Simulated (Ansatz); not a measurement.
System: fluorite SrF₂. Method: PBE in Ansatz (PAW).

Total energies, extrapolated to zero smearing (they compare only within this program, potentials and cutoff; free atoms with spin allowed, lowest state found):

| system | energy (eV/atom) |
|---|---|
| fluorite SrF₂, relaxed | -1722.4038 |
| free Sr atom | -3542.6090 |
| free F atom | -804.4392 |

Task: Work out the cohesive energy per atom.

Result: E_coh = [1 × (-3542.6090) + 2 × (-804.4392)]/3 − (-1722.4038) = 5.24 eV/atom. The reference value is 5.34 ± 0.03 eV/atom (derived here from tabulated measurements, copied from a table, unchecked, brought to a static lattice with a Debye model, atoms in their spin–orbit ground levels; inputs from the CRC Handbook), a difference of -0.10 eV/atom.

The PAW data were made under PBE.

Ansatz is an electronic-structure program.
